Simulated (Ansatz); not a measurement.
The elements of this relaxed trial crystal are hidden behind letters.

```
lattice vectors (Å)
   4.2905    0.0000    0.0000
   0.0000    4.2905    0.0000
   0.0000    0.0000    5.5299
fractional positions
X 0.0000 0.0000 0.0000
X 0.0000 0.0000 0.5000
X 0.5000 0.5000 0.0000
Z 0.2443 0.2443 0.2480
Z 0.7557 0.7557 0.2480
Z 0.7557 0.2443 0.7520
Z 0.2443 0.7557 0.7520
```

These are results of Ansatz 0.2.0, DFT PBE, scalar-relativistic, plane waves, PAW, not measurements. Cutoff 420 eV, Γ-centred 10×10×8 mesh (7-atom cell), Gaussian smearing of 0.10 eV, no spin polarisation.

```
Space group                                : P-42m (No. 111)
Conventional cell                          : a = 4.291 Å, c = 5.530 Å
Volume per atom                            : 14.54 Å³
Density                                    : 9.77 g/cm³
Formation energy                           : −0.36 eV/atom
Gap on the 10×10×8 mesh of the 7-atom cell : 0 eV (a metal)
```

Energies are uncorrected and count from the elements' standard states at the same level.

Task: X is a d-block element of period 6 and Z is a p-block element of period 2. Which elements are they?

Result: X = Ta, Z = N, so the formula is Ta3N4. Density times volume gives a mean mass of 9.77 × 14.54/1.6605 = 85.6 u per atom, and this set has 85.6 u. Around Ta on its first site lie 4 N at 2.02 Å, 2 Ta at 2.76 Å and 4 Ta at 3.03 Å; Ta on its second site is surrounded by 4 N at 2.03 Å and 2 Ta at 2.76 Å; N is surrounded by 3 Ta at 2.02–2.07 Å; 1 more site not described. Other sets within the hints have nearly the same mass, so mass alone doesn't settle it; this one was computed.

These runs have no spin–orbit coupling, which can matter for Ta. A structure relaxed within its symmetry needn't be a true minimum.
